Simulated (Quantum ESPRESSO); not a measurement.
Crystal: Hf.

```
Hf
1.0
     0.00000    2.22000    2.22000
     2.22000    0.00000    2.22000
     2.22000    2.22000    0.00000
Hf
1
Direct
  0.00000 0.00000 0.00000
```

This isn't the form of Hf at room conditions, which is hcp.

* Program: Quantum ESPRESSO 7.5
* Task: phonon dispersion
* Functional: LDA
* Potentials or basis: PseudoDojo 0.4.1 SR LDA standard
* Cutoff: 789 eV
* Density cutoff: 3157 eV
* k mesh: 10 × 10 × 10
* Occupations: cold, width 0.2 eV
* Spin: no spin polarisation
* Form of the LDA correlation: PW92
* Mixing beta: 0.5
* Most SCF iterations: 120
* SCF threshold: 2e-10 Ry
* q mesh: 2 × 2 × 2

The cell and the atoms were relaxed first, to 20.50 Å³/atom (a = 3.072 Å, b = 3.072 Å, c = 3.072 Å, α = 60.00°, β = 60.00°, γ = 60.00°), and the response was taken there.

Question: What are the zero-point energy, and the vibrational entropy and heat capacity at 298.15 K?

Answer: Zero-point energy 15.1 meV/atom; entropy 5.96 k_B/atom (49.6 J/(K·mol of atoms)); Cv 2.96 k_B/atom, 99 % of the classical limit. These are harmonic values without the electrons' part.

Phonon frequencies at the corners of the path (cm⁻¹, interpolated; i marks imaginary ones):
| point | frequencies |
| --- | --- |
| Γ | 0 0 0 |
| X | 89 89 131 |
| W | 85 108 108 |
| K | 84 96 117 |
| L | 61 61 101 |
| U | 84 96 117 |

Harmonic thermodynamics per atom at this volume (zero-point energy 15.1 meV, Debye temperature from the second moment 156 K):
| T (K) | free energy (meV) | entropy (k_B) | heat capacity Cv (k_B) |
| --- | --- | --- | --- |
| 50 | 13.4 | 1.21 | 1.93 |
| 100 | 4.4 | 2.84 | 2.67 |
| 200 | -29.3 | 4.79 | 2.91 |
| 298.15 | -75.1 | 5.96 | 2.96 |
| 500 | -193.2 | 7.50 | 2.99 |
| 800 | -406.7 | 8.91 | 2.99 |

Phonon states per cell in windows of 10 cm⁻¹ (negative: imaginary):
| from (cm⁻¹) | total |
| --- | --- |
| 0 | 0.00 |
| 10 | 0.01 |
| 20 | 0.03 |
| 30 | 0.07 |
| 40 | 0.12 |
| 50 | 0.22 |
| 60 | 0.42 |
| 70 | 0.52 |
| 80 | 0.53 |
| 90 | 0.44 |
| 100 | 0.40 |
| 110 | 0.17 |
| 120 | 0.07 |

A q mesh this small can miss soft modes between its points.

Caveat: the q mesh is small, so phonon branches between its points and thermal values are rough.
